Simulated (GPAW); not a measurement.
Runs of GPAW 26.7.0 on GaSb. It takes space group F-43m (No. 216, cubic). The conventional cell has a = 6.118 Å, b = 6.118 Å, c = 6.118 Å, α = 90.00°, β = 90.00°, γ = 90.00°. Sb (site symmetry -43m) is surrounded by 4 Ga at 2.65 Å. Ga (site symmetry -43m) is surrounded by 4 Sb at 2.65 Å. 

```tsv
task	level	potentials or basis	k mesh	cutoff (eV)	maxiter	hybrids on these orbitals	oneshot functional	eigensolver	band path	grid spacing	other keys	gap on the mesh (eV)	pressure (GPa)
one-shot levels of the hybrid HSE06	PBE	GPAW PAW data sets (gpaw-data 1.2.1), pw	5 × 5 × 5	500	150	["HSE06", "HSE03", "B3LYP"]	HSE06	-	-	-	-	0.09	2.2
single point	PBE	GPAW PAW data sets (gpaw-data 1.2.1), pw	5 × 5 × 5	600	100	-	-	-	-	-	several, not listed	0.09	(a)
band structure	PBE	GPAW PAW data sets (gpaw-data 1.2.1), lcao:dzp	6 × 6 × 6	-	150	-	-	-	GXWKGLUWLK,UX	0.2 Å	-	0.12	-
single point	PBE	GPAW PAW data sets (gpaw-data 1.2.1), pw	8 × 8 × 8	600	150	-	-	-	-	-	-	0.09	2.3
```

Alike in all rows: no spin polarisation; cell as given; smearing fermi-dirac 0.05 eV.

Fill in the values left out.

(a) 2.5.

Caveats: spin-orbit coupling is left out, which moves the levels of the heavy elements; an odd mesh through Γ misses points on the zone boundary, where band edges often lie (some runs); the cutoff is short for stress and forces, so pressures can be off by a GPa or more (some runs); energy and the plain gap are those of the semilocal run (some runs); the hybrids' values are one shot on its orbitals and mesh (some runs); the basis of atomic orbitals isn't converged, which shifts pressures, moduli and gaps (some runs).

A k mesh can miss the band edges, and the runs leave out spin-orbit coupling on Ga, Sb.
